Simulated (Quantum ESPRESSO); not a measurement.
ZrC:

```
CELL_PARAMETERS angstrom
0.00000 2.36500 2.36500
2.36500 0.00000 2.36500
2.36500 2.36500 0.00000
ATOMIC_POSITIONS crystal
Zr 0.50000 0.50000 0.50000
C 0.00000 0.00000 0.00000
```

Base run:

- Program: Quantum ESPRESSO 7.5
- Functional: PBEsol
- Potentials or basis: GBRV 1.5 PBEsol
- Cutoff: 612 eV
- Density cutoff: 4898 eV
- k mesh: 10 × 10 × 10
- Occupations: fermi-dirac, width 0.05 eV
- Spin: no spin polarisation
- Hubbard terms: Zr d U = 6 eV

Its results: band gap on the k mesh none (metal or under the smearing width); pressure 1.4 GPa.

Task: The run is repeated on the same cell with these changes: hubbard terms from Zr d U = 6 eV to Zr d U = 3 eV. What comes out?

Result: Band gap on the k mesh none (metal or under the smearing width); pressure -4.1 GPa.

Caveats: U without spin polarisation on a metal has little footing; the U is typed as a test and isn't derived for this compound.

Not every run made on this cell is shown here.
